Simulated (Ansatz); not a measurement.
## Debugging a calculation of Hf₂N

The input below was meant for crystalline Hf₂N, with PBEsol, plane waves and PAW in Ansatz.

```yaml
crystal:
  lattice:
    - [5.31312402, 0.0, 0.0]
    - [0.0, 5.31312402, 0.0]
    - [0.0, 0.0, 3.24209839]
  atoms:
    - { symbol: Hf, position: [0.3715028659, 0.2769446033, -0.0113905106] }
    - { symbol: Hf, position: [0.7061062572, 0.7170145797, -0.0869319764] }
    - { symbol: Hf, position: [0.8198685176, 0.1783033763, 0.458769788] }
    - { symbol: Hf, position: [0.1888798726, 0.8022607137, 0.4962981863] }
    - { symbol: "N", position: [0.0161016348, -0.0284754533, -0.0119800679] }
    - { symbol: "N", position: [0.4933816734, 0.521964443, 0.5239981632] }
basis:
  ecutwfc: 420
kpoints:
  mp_grid: { grid: [4, 4, 6] }
hamiltonian:
  xc: pbesol
scf:
  occupations: { method: gaussian, width: 0.1 }
output:
  forces: true
  stress: true
  eigenvalues: true
relax:
  adjacent_minimum: "off"
  f_tol: 0.005
  max_steps: 1
  cell: { stress_tol: 0.05 }
```

Command:

```bash
ansatz run input.yaml --threads 1 --pin off --max-ram 2560MiB --backend cpu --events-out ev --progress --plain --runs-dir out
```

Output, shortened (HF is the Harris–Foulkes energy, dr2 the density residual in eV):

```text
Pseudopotential: Hf, paw, valence charge 26, recommended cutoff 420 eV (normal)
Pseudopotential: N, paw, valence charge 5, recommended cutoff 420 eV (normal)
Crystal: 6 atoms, lattice volume = 91.522 Å³
Basis set: ecut = 420 eV, 1811 PW (Γ), exchange–correlation on 72×72×48 points (8 copies of the dense FFT grid, shifted against one another)
Bands: 69, of which v1, the nominal top of the filled ones, is band 57 counted from 1 (56 counted from 0)
Symmetry: 1 space group operations
Space group: P1 (ITA 1), of the structure as read, at distance tolerance 4.5e-5 Å
k-points: 52 of 96 (time reversal used)
PAW frozen core: Hf, regenerated for the run's functional, and the local potential with it (the file was generated under x = pbe(κ = 0.804, μ = 0.2195), c = pbe(β = 0.0667))
PAW frozen core: N, regenerated for the run's functional, and the local potential with it (the file was generated under x = pbe(κ = 0.804, μ = 0.2195), c = pbe(β = 0.0667))
Initial density: superposition of atomic densities, corrected by the library's trained network
SCF iter   1: HF=-63155.192190 eV  Δρ=8.40e-3  dr2=5.21e-2
SCF iter   2: HF=-63155.184362 eV  Δρ=4.36e-3  dr2=1.58e-2
SCF iter   3: HF=-63155.182068 eV  Δρ=1.45e-3  dr2=2.68e-3
SCF iter   4: HF=-63155.181628 eV  Δρ=5.14e-4  dr2=3.60e-4
   ...
SCF iter  12: HF=-63155.181393 eV  Δρ=7.46e-7  dr2=7.47e-10
SCF iter  13: HF=-63155.181393 eV  Δρ=2.09e-7  dr2=6.41e-11
SCF iter  14: F=-63155.181393 eV  HF=-63155.181393 eV  Δρ=1.92e-7  dr2=4.57e-11
SCF 1 converged in 14 iterations: F = -63155.181393 eV  dr2 = 4.57e-11
relax step   1: F+E_penalty+E_count = -63155.18139323 eV  Δ(F+E_penalty+E_count) = +0.000e0 eV  max|allowed force component| = 3.532e0 eV/Å  Δτ_max = 0.0000 Å  P = +9.042 GPa  Ω = 91.522 Å³  (14 SCF iters, accepted)
Step failed. What follows is not a result of the run: it is the report of the last solve that finished, which converged after 14 SCF iterations.
Free energy (F): -63155.181393 eV
E sigma→0 (E₀):  -63155.172685 eV
Entropy (-TS):   -0.017416 eV (-2.903 meV/atom)
Fermi energy:    20.897295 eV
--- Forces (eV/Å), atoms counted from 1 ---
  atom   1  Hf    -3.53203940    -0.68726872     0.73593354
  atom   2  Hf     0.07033231    -0.19412238     3.17322764
  atom   3  Hf     0.20044971     2.72387744     0.43511349
  atom   4  Hf     2.26295635    -2.19245748    -0.86024833
  atom   5  N      0.64356510     2.19255535    -0.39807482
  atom   6  N      0.35473579    -1.84258614    -3.08595290
--- Stress (GPa, compression-positive) ---
       14.060692       1.147924       1.018759
        1.147924       6.561455       0.906489
        1.018759       0.906489       6.504580
  P = ⅓ Tr σ = 9.0422 GPa (90.422 kbar)
```

Question: Name the fault and the cure.

Answer: The fault is a relaxation cut at too few steps. Forces or stress still stood over their tolerances at the last step allowed. The cure is more steps.

Fix:

```diff
 relax:
-  max_steps: 1
+  max_steps: 100
```

Result of the mended run: no gap, a largest force of 0.006 eV/Å.

The mended run took 9.2 min on 1 thread of Arm Neoverse V1, with other jobs on the host, peak memory 0.54 GiB.